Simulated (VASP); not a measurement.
A run of VASP 6.6.1:

The input INCAR:

```
PREC = Accurate ; ENCUT = 600
EDIFF = 1E-6 ; ISMEAR = 0
SIGMA = 0.03 ; LREAL = F
LASPH = T ; NELM = 80
ALGO = Normal ; ISIF = 3
LWAVE = F ; LCHARG = F
GGA = RP ; IBRION = 2
NSW = 90 ; EDIFFG = -0.01
```

The input KPOINTS:

```
regular mesh
0
Gamma
  8 8 8
```

The input POSCAR:

```
Li3HS
1.0
    3.8518900000      0.0000000000      0.0000000000
    0.0000000000      3.8518900000      0.0000000000
    0.0000000000      0.0000000000      3.8518900000
S H Li
1 1 3
Direct
    0.5000000000      0.5000000000      0.5000000000
    0.0000000000      0.0000000000      0.0000000000
    0.5000000000      0.0000000000      0.0000000000
    0.0000000000      0.5000000000      0.0000000000
    0.0000000000      0.0000000000      0.5000000000
```

Potentials or basis: VASP PAW PBE potentials, release 64 (S, H, Li_sv).

Run with:

```sh
$ cat potpaw_PBE.64/S/POTCAR potpaw_PBE.64/H/POTCAR potpaw_PBE.64/Li_sv/POTCAR > POTCAR
$ mpirun -np 1 vasp_std > vasp.out
```

Hardware: 1 thread of Intel(R) Xeon(R) 6975P-C (Granite Rapids), with other jobs on the host.

Q: How long does it take, and how much memory?

A: Wall time 15 s on 1 thread of Intel(R) Xeon(R) 6975P-C (Granite Rapids) (shared host), peak memory 0.18 GiB. Counts: scf iterations 22, k points 35, ion steps 3.
